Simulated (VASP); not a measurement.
# NaCl (Fm-3m) in VASP: further runs

One crystal, NaCl, is run at these levels: PBE, PBEsol; tasks: relaxation of the atoms, single point.

Everything below comes from runs of VASP 6.6.1. Logs are shortened: lines on timing, memory, paths and dates and some standing lists are left out, and cuts for length are marked.

### Step 1. Starting point

The structure is cubic, space group Fm-3m (No. 225). Conventional cell: a = 5.620 Å, b = 5.620 Å, c = 5.620 Å, α = 90.00°, β = 90.00°, γ = 90.00°. Around Na (site symmetry m-3m) lie 6 Cl at 2.81 Å. Cl (site symmetry m-3m) is surrounded by 6 Na at 2.81 Å.

### Step 2. Relaxation of the atoms, PBE (a relaxed cell with its volume scaled by 1.06)

Contents of INCAR:

```
PREC     = Accurate       # precision mode
ENCUT    = 300            # plane-wave cutoff, eV
EDIFF    = 1E-7           # SCF threshold, eV
ISMEAR   = 0              # smearing method
SIGMA    = 0.03           # smearing width, eV
LREAL    = False          # projectors in reciprocal space
LASPH    = True           # aspherical terms in the spheres
NELM     = 80             # most SCF steps
ALGO     = Fast           # electronic algorithm
ISIF     = 2              # what is computed and relaxed
LWAVE    = False          # write WAVECAR
LCHARG   = False          # write CHGCAR
GGA      = PE             # functional
IBRION   = 2              # ionic algorithm
NSW      = 40             # ionic steps
EDIFFG   = -0.01          # ionic threshold
```

Contents of KPOINTS:

```
Automatic mesh
0
Gamma
  4 4 4
```

Contents of POSCAR:

```
NaCl                                    
1.0
    0.0000000000      2.8746614381      2.8746614381
    2.8746614381      0.0000000000      2.8746614381
    2.8746614381      2.8746614381      0.0000000000
  Na              Cl            
     1     1
Direct
     0.0000000000000000    0.0000000000000000    0.0000000000000000
     0.5000000000000000    0.5000000000000000    0.5000000000000000
```

Potentials or basis: VASP PAW PBE potentials, release 64 (Na, Cl).

The run is started by

```
$ cat potpaw_PBE.64/Na/POTCAR potpaw_PBE.64/Cl/POTCAR > POTCAR
$ mpirun -np 1 vasp_std > vasp.out
```

OUTCAR:

```text
PREC = Accurate
   ENCUT = 300
   EDIFF = 1E-7
   ISMEAR = 0
   LREAL = False
   LASPH = True
   NELM = 80
   ISIF = 2
   GGA = PE
   IBRION = 2
   NSW = 40
   EDIFFG = -0.01

 ion  position               nearest neighbor table
   1  0.000  0.000  0.000-   2 2.87   2 2.87   2 2.87   2 2.87   2 2.87   2 2.87
   2  0.500  0.500  0.500-   1 2.87   1 2.87   1 2.87   1 2.87   1 2.87   1 2.87

  LATTYP: Found a face centered cubic cell.
 ALAT       =     5.7493228762

  Lattice vectors:

 A1 = (   0.0000000000,   2.8746614381,   2.8746614381)
 A2 = (   2.8746614381,   0.0000000000,   2.8746614381)
 A3 = (   2.8746614381,   2.8746614381,   0.0000000000)

Analysis of symmetry for initial positions (statically):
=====================================================================
 Subroutine PRICEL returns:
 Original cell was already a primitive cell.

 Routine SETGRP: Setting up the symmetry group for a
 face centered cubic supercell.

 Subroutine GETGRP returns: Found 48 space group operations
 (whereof 48 operations were pure point group operations)
 out of a pool of 48 trial point group operations.

The static configuration has the point symmetry O_h .

Analysis of symmetry for dynamics (positions and initial velocities):
=====================================================================
 Subroutine PRICEL returns:
 Original cell was already a primitive cell.

 Routine SETGRP: Setting up the symmetry group for a
 face centered cubic supercell.

 Subroutine GETGRP returns: Found 48 space group operations
 (whereof 48 operations were pure point group operations)
 out of a pool of 48 trial point group operations.

The dynamic configuration has the point symmetry O_h .

 Subroutine INISYM returns: Found 48 space group operations
 (whereof 48 operations are pure point group operations),
 and found     1 'primitive' translations

----------------------------------------------------------------------------------------

                                     Primitive cell

  volume of cell :      47.5106

  direct lattice vectors                    reciprocal lattice vectors
     0.000000000  2.874661438  2.874661438    -0.173933526  0.173933526  0.173933526
     2.874661438  0.000000000  2.874661438     0.173933526 -0.173933526  0.173933526
     2.874661438  2.874661438  0.000000000     0.173933526  0.173933526 -0.173933526

  length of vectors
     4.065385193  4.065385193  4.065385193     0.301261704  0.301261704  0.301261704

  position of ions in fractional coordinates (direct lattice)
     0.000000000  0.000000000  0.000000000
     0.500000000  0.500000000  0.500000000

  ion indices of the primitive-cell ions
   primitive index   ion index
                 1           1
                 2           2

----------------------------------------------------------------------------------------

 KPOINTS: Automatic mesh

Automatic generation of k-mesh.
 Grid dimensions read from file:
 generate k-points for:    4    4    4

 Generating k-lattice:

  Cartesian coordinates                     Fractional coordinates (reciprocal lattice)
    -0.043483382  0.043483382  0.043483382     0.250000000  0.000000000  0.000000000
     0.043483382 -0.043483382  0.043483382     0.000000000  0.250000000  0.000000000
     0.043483382  0.043483382 -0.043483382     0.000000000  0.000000000  0.250000000

  Length of vectors
     0.075315426  0.075315426  0.075315426

  Shift w.r.t. Gamma in fractional coordinates (k-lattice)
     0.000000000  0.000000000  0.000000000

 Subroutine IBZKPT returns following result:
 ===========================================

 Found      8 irreducible k-points:

 Following reciprocal coordinates:
            Coordinates               Weight
  0.000000  0.000000  0.000000      1.000000
  0.250000  0.000000  0.000000      8.000000
  0.500000  0.000000  0.000000      4.000000
  0.250000  0.250000  0.000000      6.000000
  0.500000  0.250000  0.000000     24.000000
 -0.250000  0.250000  0.000000     12.000000
  0.500000  0.500000  0.000000      3.000000
 -0.250000  0.500000  0.250000      6.000000
   k-points           NKPTS =      8   k-points in BZ     NKDIM =      8   number of bands    NBANDS=      8
   number of dos      NEDOS =    301   number of ions     NIONS =      2
   total plane-waves  NPLWV =  13824
   dimension x,y,z NGX =    24 NGY =   24 NGZ =   24
   dimension x,y,z NGXF=    48 NGYF=   48 NGZF=   48
   ions per type =               1   1
   NGX,Y,Z   is equivalent  to a cutoff of   9.81,  9.81,  9.81 a.u.
   NGXF,Y,Z  is equivalent  to a cutoff of  19.63, 19.63, 19.63 a.u.
 SYSTEM =  unknown system
   PREC   = accura    normal or accurate (medium, high low for compatibility)
   ISTART =      0    job   : 0-new  1-cont  2-samecut
   ICHARG =      2    charge: 1-file 2-atom 10-const
   ISPIN  =      1    spin polarized calculation?
   LNONCOLLINEAR =      F non collinear calculations
   LSORBIT =      F    spin-orbit coupling
   LASPH  =      T    aspherical Exc in radial PAW
   ENCUT  =  300.0 eV  22.05 Ry    4.70 a.u.   5.74  5.74  5.74*2*pi/ulx,y,z
   NELM   =     80;   NELMIN=  2; NELMDL= -5     # of ELM steps
   EDIFF  = 0.1E-06   stopping-criterion for ELM
   LREAL  =      F    real-space projection
   EDIFFG = -.1E-01   stopping-criterion for IOM
   NSW    =     40    number of steps for IOM
   IBRION =      2    ionic relax: 0-MD 1-quasi-New 2-CG
   NFREE  =      1    steps in history (QN), initial steepest desc. (CG)
   ISIF   =      2    stress and relaxation
   ISYM   =      2    0-nonsym 1-usesym 2-fastsym
   POTIM  = 0.5000    time-step for ionic-motion
   TEBEG  =    0.0;   TEEND  =   0.0 temperature during run
   PSTRESS=    0.0 pullay stress
   NELECT =       8.0000    total number of electrons
   NUPDOWN=      -1.0000    fix difference up-down
   EMIN   =  10.00;   EMAX   =-10.00  energy-range for DOS
   EFERMI =   0.00;   METHOD = LEGACY
   ISMEAR =     0;   SIGMA  =   0.03  broadening in eV -4-tet -1-fermi 0-gaus
   EFERMI_NEDOS =   21; number of points for ismear=-14 and -15
   IALGO  =     68    algorithm
   IMIX   =      4    mixing-type and parameters
     AMIX     =   0.40;   BMIX     =  1.00
     AMIX_MAG =   1.60;   BMIX_MAG =  1.00
  volume/ion in A,a.u.               =      23.76       160.31
  Fermi-wavevector in a.u.,A,eV,Ry     =   0.904013  1.708337 11.119224  0.817240
  Thomas-Fermi vector in A             =   2.027409
   LORBIT       =      0    0 simple, 1 ext, 2 COOP (PROOUT), +10 PAW based schemes
   GGA     = PE    functional components
   LHFCALC =     F    Hartree Fock is set to
   AEXX    =    0.0000 exact exchange contribution
   IVDW    =     0    specifies the selected vdW correction
   LEPSILON=     F    determine dielectric tensor
   LRPA    =     F    only Hartree local field effects (RPA)
 conjugate gradient relaxation of ions
 non-spin polarized calculation
 RMM-DIIS sequential band-by-band and
 Gauss-broadening in eV      SIGMA  =   0.03
  energy-cutoff  :      300.00
  volume of cell :       47.51
 maximum number of plane-waves:       568
 NGX is ok and might be reduce to    24
   NGX = 11   NGY = 11   NGZ = 11

 number of electron       8.0000005 magnetization

 Free energy of the ion-electron system (eV)
  ---------------------------------------------------
  ext. energy  EPLUGINS =         0.00000000
  ---------------------------------------------------
  free energy    TOTEN  =        -6.80449842 eV

  energy without entropy =       -6.80449842  energy(sigma->0) =       -6.80449842

 E-fermi :  -0.6731     XC(G=0):  -7.7356

 val. band max:       -0.8523201896   @ k =   0.0000   0.0000   0.0000
 cond. band min:       4.0233854087   @ k =   0.0000   0.0000   0.0000
 fundamental gap:      4.8757055983
 Fermi energy:        -0.6731044284

 k-point     1 :       0.0000    0.0000    0.0000
  band No.  band energies     occupation
      1     -13.3900      2.00000
      2      -0.8523      2.00000
      3      -0.8523      2.00000
      4      -0.8523      2.00000
      5       4.0234      0.00000
      6      10.2091      0.00000
      7      10.2091      0.00000
      8      10.2091      0.00000

 k-point     2 :       0.2500    0.0000    0.0000
  band No.  band energies     occupation
      1     -13.2629      2.00000
      2      -1.8552      2.00000
      3      -0.9711      2.00000
      4      -0.9711      2.00000
      5       5.4644      0.00000
      6       9.0106      0.00000
      7      10.3916      0.00000
      8      10.3916      0.00000

 k-point     3 :       0.5000    0.0000    0.0000
  band No.  band energies     occupation
      1     -13.1288      2.00000
      2      -2.6101      2.00000
      3      -1.0828      2.00000
      4      -1.0828      2.00000
      5       6.3019      0.00000
      6       9.2935      0.00000
      7       9.9218      0.00000
      8       9.9218      0.00000

 k-point     4 :       0.2500    0.2500    0.0000
  band No.  band energies     occupation
      1     -13.2255      2.00000
      2      -1.8233      2.00000
      3      -1.1425      2.00000
      4      -1.1425      2.00000
      5       5.9185      0.00000
      6       8.2757      0.00000
      7       9.7426      0.00000
      8      11.3568      0.00000

 k-point     5 :       0.5000    0.2500    0.0000
  band No.  band energies     occupation
      1     -13.0966      2.00000
      2      -2.2906      2.00000
      3      -1.5472      2.00000
      4      -1.2480      2.00000
      5       7.1378      0.00000
      6       8.2030      0.00000
      7       9.0804      0.00000
      8      11.0689      0.00000

 k-point     6 :      -0.2500    0.2500    0.0000
  band No.  band energies     occupation
      1     -13.1359      2.00000
      2      -2.1775      2.00000
      3      -1.5733      2.00000
      4      -1.0848      2.00000
      5       7.0734      0.00000
      6       8.6978      0.00000
      7       8.8748      0.00000
      8      10.6806      0.00000

 k-point     7 :       0.5000    0.5000    0.0000
  band No.  band energies     occupation
      1     -13.0631      2.00000
      2      -2.3848      2.00000
      3      -1.4015      2.00000
      4      -1.4015      2.00000
      5       6.4923      0.00000
      6       7.2656      0.00000
      7      10.0274      0.00000
      8      13.1889      0.00000

 k-point     8 :      -0.2500    0.5000    0.2500
  band No.  band energies     occupation
      1     -13.0570      2.00000
      2      -1.9421      2.00000
      3      -1.9421      2.00000
      4      -1.5315      2.00000
      5       7.7139      0.00000
      6       8.6857      0.00000
      7       8.6857      0.00000
      8      10.1371      0.00000

------------------------ aborting loop because EDIFF is reached ----------------------------------------

  FORCE on cell =-STRESS in cart. coord.  units (eV):
  Direction    XX          YY          ZZ          XY          YZ          ZX
  --------------------------------------------------------------------------------------
  -------------------------------------------------------------------------------------
  Total       -0.3860559     -0.3860559     -0.3860559      0.0000000      0.0000000      0.0000000
  in kB      -13.0187924    -13.0187924    -13.0187924      0.0000000      0.0000000      0.0000000
  external PRESSURE =     -13.0187924 kB  Pullay stress =       0.0000000 kB

 VOLUME and BASIS-vectors are now :
 -----------------------------------------------------------------------------
  energy-cutoff  :      300.00
  volume of cell :       47.51
      direct lattice vectors                 reciprocal lattice vectors
     0.000000000  2.874661438  2.874661438    -0.173933526  0.173933526  0.173933526
     2.874661438  0.000000000  2.874661438     0.173933526 -0.173933526  0.173933526
     2.874661438  2.874661438  0.000000000     0.173933526  0.173933526 -0.173933526

 POSITION                                       TOTAL-FORCE (eV/Angst)
 -----------------------------------------------------------------------------------
      0.00000      0.00000      0.00000         0.000000      0.000000      0.000000
      2.87466      2.87466      2.87466        -0.000000     -0.000000     -0.000000
 -----------------------------------------------------------------------------------
    total drift:                               -0.000000     -0.000000      0.000000

  FREE ENERGIE OF THE ION-ELECTRON SYSTEM (eV)
  ---------------------------------------------------
  free  energy   TOTEN  =        -6.8044984247 eV

  energy  without entropy=       -6.8044984247  energy(sigma->0) =       -6.80449842

 reached required accuracy - stopping structural energy minimisation
```

Run time: 7.8 s. Hardware: 1 thread of AMD EPYC 7R43 (Zen 3), shared host; peak memory 0.09 GiB.

Results:

| Property | Result |
| --- | --- |
| Free energy | -6.8045 eV |
| Pressure after relaxing | -1.3 GPa |
| Band gap on the k mesh | 4.88 eV, direct |

Final structure:
```cif
data_structure
_symmetry_space_group_name_H-M 'P 1'
_symmetry_Int_Tables_number 1
_cell_length_a 4.0654
_cell_length_b 4.0654
_cell_length_c 4.0654
_cell_angle_alpha 60.000
_cell_angle_beta 60.000
_cell_angle_gamma 60.000
_cell_volume 47.51
loop_
_atom_site_label
_atom_site_type_symbol
_atom_site_fract_x
_atom_site_fract_y
_atom_site_fract_z
_atom_site_occupancy
Na1 Na 0.00000 0.00000 0.00000 1
Cl1 Cl 0.50000 0.50000 0.50000 1
```

Levels at points of the mesh, in eV from the valence-band top:
```
           k point  band 1  band 2  band 3  band 4  band 5  band 6  band 7  band 8
(0.00, 0.00, 0.00)  -12.54    0.00    0.00    0.00    4.88   11.06   11.06   11.06
(0.50, 0.00, 0.00)  -12.28   -1.76   -0.23   -0.23    7.15   10.15   10.77   10.77
(0.50, 0.50, 0.00)  -12.21   -1.53   -0.55   -0.55    7.34    8.12   10.88   14.04
```

Caveat: the k mesh is coarse (spacing up to 0.47 Å⁻¹), so the values aren't converged; the cutoff is under 1.25 times the usual one of these potentials, so pressure, stress and relaxed cells hold a basis-set (Pulay) error; the relaxation stopped at its first step, so nothing moved.

### Step 3. Single point, PBEsol

Contents of INCAR:

```
PREC     = Accurate       # precision mode
ENCUT    = 520            # plane-wave cutoff, eV
EDIFF    = 1E-6           # SCF threshold, eV
ISMEAR   = 0              # smearing method
SIGMA    = 0.03           # smearing width, eV
LREAL    = F              # projectors in reciprocal space
LASPH    = T              # aspherical terms in the spheres
NELM     = 80             # most SCF steps
ALGO     = Normal         # electronic algorithm
ISIF     = 2              # what is computed and relaxed
LWAVE    = F              # write WAVECAR
LCHARG   = F              # write CHGCAR
GGA      = PS             # functional
NBANDS   = 14             # bands
KPAR     = 4
```

Contents of KPOINTS:

```
regular mesh
0
Gamma
  6 6 6
```

Contents of POSCAR:

```
NaCl
1.0
    0.0000000000      2.8100000000      2.8100000000
    2.8100000000      0.0000000000      2.8100000000
    2.8100000000      2.8100000000      0.0000000000
Na Cl
1 1
Direct
    0.0000000000      0.0000000000      0.0000000000
    0.5000000000      0.5000000000      0.5000000000
```

Potentials or basis: VASP PAW PBE potentials, release 64 (Na_pv, Cl).

The run is started by

```
$ cat potpaw_PBE.64/Na_pv/POTCAR potpaw_PBE.64/Cl/POTCAR > POTCAR
$ mpirun -np 4 vasp_std > vasp.out
```

Wall time 3.4 s (4 MPI ranks of Intel Xeon Platinum 8488C (Sapphire Rapids), shared host); peak memory 0.15 GiB.

Results (log left out):

```yaml
Free_energy: -6.9981 eV
Pressure: -0.2 GPa
Band_gap_on_the_k_mesh: 4.97 eV, direct
```

Levels at points of the mesh, in eV from the valence-band top:
| k point | band 5 | band 6 | band 7 | band 8 | band 9 | band 10 |
| --- | --- | --- | --- | --- | --- | --- |
| (0.00, 0.00, 0.00) | 0.00 | 0.00 | 0.00 | 4.97 | 11.01 | 11.01 |
| (0.50, 0.00, 0.00) | -2.00 | -0.28 | -0.28 | 7.09 | 10.58 | 10.89 |
| (0.50, 0.50, 0.00) | -1.73 | -0.62 | -0.62 | 7.47 | 7.88 | 11.20 |

Caveat: the PAW data sets were made with another functional, which shifts forces and pressure a little.
